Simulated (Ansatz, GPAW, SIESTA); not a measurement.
One calculation of Ge, 3 ways

```
CELL_PARAMETERS angstrom
4.00312 0.00000 0.00000
-2.00156 3.46680 0.00000
0.00000 0.00000 13.15671
ATOMIC_POSITIONS crystal
Ge 0.33333 0.66667 0.15594
Ge 0.66667 0.33333 0.84406
Ge 0.66667 0.33333 0.65594
Ge 0.33333 0.66667 0.34406
Ge 0.00000 0.00000 0.09315
Ge 0.00000 0.00000 0.90685
Ge 0.00000 0.00000 0.59315
Ge 0.00000 0.00000 0.40685
```

This isn't the form of Ge at room conditions, which is diamond.

Alike in all runs: task single point; functional PBEsol; k mesh 8 × 8 × 2; occupations fermi-dirac, width 0.05 eV; no spin polarisation; no spin-orbit coupling. Pressure is positive in compression and, in plane waves, holds the error of the finite cutoff.

```csv
program and potentials,plane-wave cutoff (eV),notes,pressure (GPa)
"GPAW, PAW data sets generated for this functional",600,4 valence electrons an atom on average,?
"Ansatz, all-electron LAPW, scalar-relativistic",-,-,0.01
"SIESTA, files PseudoDojo sr-pbesol-0.4.1-standard, DZP (energy shift 0.003 Ry; two zetas on semicore shells)",-,atomic basis; 14 valence electrons an atom on average,1.14
```

Q: Estimate from the other rows what the run with GPAW, PAW data sets generated for this functional gave.

A: Pressure 0.29 GPa. The other rows, which needn't bracket it: pressure 0.01 to 1.14.
